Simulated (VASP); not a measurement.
Wanted: the native input for a VASP 6.6.1 run.

```
Task                   : relaxation of cell and atoms
Functional             : PBE
Dispersion             : TS
Potentials or basis    : VASP PAW PBE potentials, release 64 (Al)
Cutoff                 : 600 eV
k mesh                 : 11 × 11 × 11
Occupations            : fermi-dirac, width 0.05 eV
Spin                   : no spin polarisation
Further INCAR settings : ALGO = Normal; EDIFF = 1e-06; IBRION = 2; EDIFFG = -0.02; NSW = 40; ISIF = 3
```

The structure of Al lies in POSCAR:

```
Al
1.0
    0.0000000000      2.0248050000      2.0248050000
    2.0248050000      0.0000000000      2.0248050000
    2.0248050000      2.0248050000      0.0000000000
Al
1
Direct
    0.0000000000      0.0000000000      0.0000000000
```

These files were run (other wordings do the same):

INCAR

```
PREC     = Accurate       # precision mode
ENCUT    = 600            # plane-wave cutoff, eV
EDIFF    = 1E-6           # SCF threshold, eV
ISMEAR   = -1             # smearing method
SIGMA    = 0.05           # smearing width, eV
LREAL    = F              # projectors in reciprocal space
LASPH    = T              # aspherical terms in the spheres
NELM     = 60             # most SCF steps
ALGO     = Normal         # electronic algorithm
ISIF     = 3              # what is computed and relaxed
LWAVE    = F              # write WAVECAR
LCHARG   = F              # write CHGCAR
GGA      = PE             # functional
IVDW     = 2              # dispersion correction
IBRION   = 2              # ionic algorithm
NSW      = 40             # ionic steps
EDIFFG   = -0.02          # ionic threshold
```

KPOINTS

```
regular mesh
0
Gamma
  11 11 11
```

Potentials or basis: VASP PAW PBE potentials, release 64 (Al).

Run with:

```sh
$ cat potpaw_PBE.64/Al/POTCAR > POTCAR
$ mpirun -np 1 vasp_std > vasp.out
```

Results of the run:

```json
{
  "Relaxed volume": "15.10 Å³/atom",
  "Relaxed cell": "a = 2.774 Å, b = 2.774 Å, c = 2.774 Å, α = 60.00°, β = 60.00°, γ = 60.00°",
  "Space group after relaxing (to 0.05 Å)": "Fm-3m (No. 225)",
  "Energy gained by relaxing": "38.7 meV/atom",
  "Ionic steps": "3",
  "Pressure after relaxing": "-0.2 GPa",
  "Band gap on the k mesh": "none (metal or under the smearing width)",
  "Dispersion energy per atom": "-0.626 eV"
}
```

Caveat: atom-pairwise D2, TS and ULG terms overbind metals; pairwise dispersion overbinds metals, which lowers pressure and volume.

Run time: 17 s on 1 thread of AMD EPYC 7R43 64-Core Processor (Zen 3), with other jobs on the host, peak memory 0.1 GiB.
